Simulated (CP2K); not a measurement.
Sn:

```
Sn
1.0
     4.57264    0.00000    0.00000
     2.28632    3.96002    0.00000
     2.28632    1.32001    3.73354
Sn
2
Cartesian
  6.8590 3.9600 2.8002
  4.5726 2.6400 1.8668
```

This isn't the form of Sn at room conditions, which is tetragonal (white tin).

Base run:

```yaml
Program: CP2K 2026.2
Functional: BLYP
Potentials_or_basis: POTENTIAL_UZH Sn GTH-PBE-q4; TZVP-MOLOPT-PBE-GTH basis
Density_cutoff: 9184 eV
k_mesh: 7 × 7 × 7
Occupations: fermi-dirac, width 0.05 eV
Spin: no spin polarisation
```

Its results: band gap on the k mesh none (metal or under the smearing width); pressure 5.5 GPa.

Problem. The run is repeated on the same cell with these changes: functional from BLYP to PBEsol. What comes out?

Solution. Band gap on the k mesh none (metal or under the smearing width); pressure 3.8 GPa.

PBEsol binds more tightly than BLYP, so the same cell stands under less pressure.

Caveats: the potentials were made for another functional, which shifts forces and pressure; the basis of atomic orbitals isn't converged, which shifts pressures, moduli and gaps.

Not every run made on this cell is shown here.
